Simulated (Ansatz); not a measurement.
A plane-wave DFT run in Ansatz 0.2.0 (scalar-relativistic PAW potentials unless the input names others): input and command.

```yaml
crystal:
  lattice:
    - [4.2174309163, 0.0, 0.0]
    - [0.0, 4.2174309163, 0.0]
    - [0.0, 0.0, 4.2174309163]
  atoms:
    - { symbol: Sc, position: [0.0, 0.0, 0.0] }
    - { symbol: Al, position: [0.5, 0.0, 0.5] }
    - { symbol: Al, position: [0.0, 0.5, 0.5] }
    - { symbol: Al, position: [0.5, 0.5, 0.0] }
basis:
  ecutwfc: 420
  ecutrho_ratio: 1
kpoints:
  mp_grid: { grid: [10, 10, 10] }
hamiltonian:
  xc: pbe
scf:
  occupations: { method: gaussian, width: 0.1 }
  max_iter: 100
output:
  forces: true
  eigenvalues: true
  stress: true
```

```bash
ansatz run input.yaml --threads 1 --pin off --max-ram 1331MiB --backend cpu --events-out ev --progress --plain --runs-dir out
```

Abridged log:
```
Basis set: ecut = 420 eV, 1419 PW (Γ), exchange–correlation on 48×48×48 points (8 copies of the dense FFT grid, shifted against one another)
Bands: 14, of which v1, the nominal top of the filled ones, is band 10 counted from 1 (9 counted from 0)
Symmetry: 48 space group operations
k-points: 56 of 1000
SCF iter   1: F=—  HF=-3750.092147 eV  |F-HF|=—  |Δ(HF+E_count)|=         —  Δρ=2.34e-3  dr2=9.71e-3  ethr=1.77e-3  ⟨swp⟩=5.5  Hψ=4553  notcnv=0
SCF iter   2: F=—  HF=-3750.090532 eV  |F-HF|=—  |Δ(HF+E_count)|=   1.62e-3  Δρ=1.11e-3  dr2=1.61e-3  ethr=4.86e-5  ⟨swp⟩=1.0  Hψ=1234  notcnv=0
SCF iter   3: F=—  HF=-3750.090348 eV  |F-HF|=—  |Δ(HF+E_count)|=   1.84e-4  Δρ=5.29e-4  dr2=4.40e-4  ethr=8.03e-6  ⟨swp⟩=1.7  Hψ=1002  notcnv=0
SCF iter   4: F=—  HF=-3750.090254 eV  |F-HF|=—  |Δ(HF+E_count)|=   9.42e-5  Δρ=8.09e-5  dr2=4.21e-6  ethr=2.20e-6  ⟨swp⟩=2.1  Hψ=1092  notcnv=0
SCF iter   5: F=—  HF=-3750.091322 eV  |F-HF|=—  |Δ(HF+E_count)|=   1.07e-3  Δρ=3.97e-5  dr2=4.24e-7  ethr=2.11e-8  ⟨swp⟩=2.0  Hψ=1356  notcnv=0
SCF iter   6: F=-3750.091323 eV  HF=-3750.091323 eV  |F-HF|=6.59e-9  |Δ(HF+E_count)|=   9.02e-7  Δρ=4.89e-6  dr2=1.53e-8  ethr=5.00e-10  ⟨swp⟩=5.3  Hψ=3620  notcnv=0
SCF 1 converged in 6 iterations: F = -3750.091323 eV  dr2 = 1.53e-8
SCF converged after 6 iterations
Free energy (F): -3750.091323 eV
Harris-Foulkes:  -3750.091323 eV  (|F-HF|=6.59e-9)
Internal energy: -3750.082800 eV  (E = F + TS)
E sigma→0 (E₀):  -3750.087061 eV
Entropy (-TS):   -0.008522 eV (-2.131 meV/atom)
Fermi energy:    8.262638 eV
--- Forces (eV/Å), atoms counted from 1 ---
  atom   1  Sc     0.00000000     0.00000000     0.00000000
  atom   2  Al     0.00000000     0.00000000     0.00000000
  atom   3  Al     0.00000000     0.00000000     0.00000000
  atom   4  Al     0.00000000     0.00000000     0.00000000
--- Stress (GPa, compression-positive) ---
       -4.434487       0.000000       0.000000
        0.000000      -4.434487       0.000000
        0.000000       0.000000      -4.434487
  P = ⅓ Tr σ = -4.4345 GPa (-44.345 kbar)
```

Q: Find the fault.

A: The fault is a density cutoff too low for products of the waves, which reach up to 4 times the waves' cutoff (basis.ecutrho_ratio: not typed → 1, the first being the value of the sound run). Setting it back cures it. The log, from which this was withheld above, says: «Warning: basis.ecutrho_ratio = 1 (ecutrho = 420 eV) is below the records' recommended 1680 eV» «settings of this run that can trade accuracy for cost: basis.ecutrho_ratio < 4. Do not mix this run's numbers with those of runs without the same settings; the input reference describes each key» The run converged all the same, with an energy at zero smearing 17.60 meV/atom below the reference's, pressure -4.43 GPa, largest force 0.000 eV/Å, no gap on the mesh, so convergence alone doesn't show that an input is right. A reference run from the same start on usual settings converged with pressure -5.87 GPa, largest force 0.000 eV/Å, no gap on the mesh.